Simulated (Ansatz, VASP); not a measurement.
**Ni: VASP beside Ansatz**

```
Ni
1.0
     0.00000    1.77165    1.77165
     1.77165    0.00000    1.77165
     1.77165    1.77165    0.00000
Ni
1
Direct
  0.00000 0.00000 0.00000
```

Alike in both runs: task single point; functional PBE; k mesh 14 × 14 × 14; occupations fermi-dirac, width 0.05 eV; no spin polarisation.

|  | VASP | Ansatz |
| --- | --- | --- |
| version | VASP 6.6.1 | Ansatz 0.2.0 |
| potentials or method | VASP PAW PBE potentials, release 64 (Ni) | PAW, plane waves, scalar-relativistic |
| plane-wave cutoff (eV) | 520 | 420 |
| valence electrons in the cell | 10 | 18 |

VASP gave:

| Quantity | Value |
| --- | --- |
| pressure (GPa) | -4.9 |

Problem. Which values does Ansatz return?

Solution. Pressure (GPa): -5.0.

The two sets of potentials don't hold the same shells in valence.

Caveats: the run has no spin polarisation, though such a crystal can be magnetic. Spin polarisation is off, so any magnetic state and its effect on volume and gap are missing.
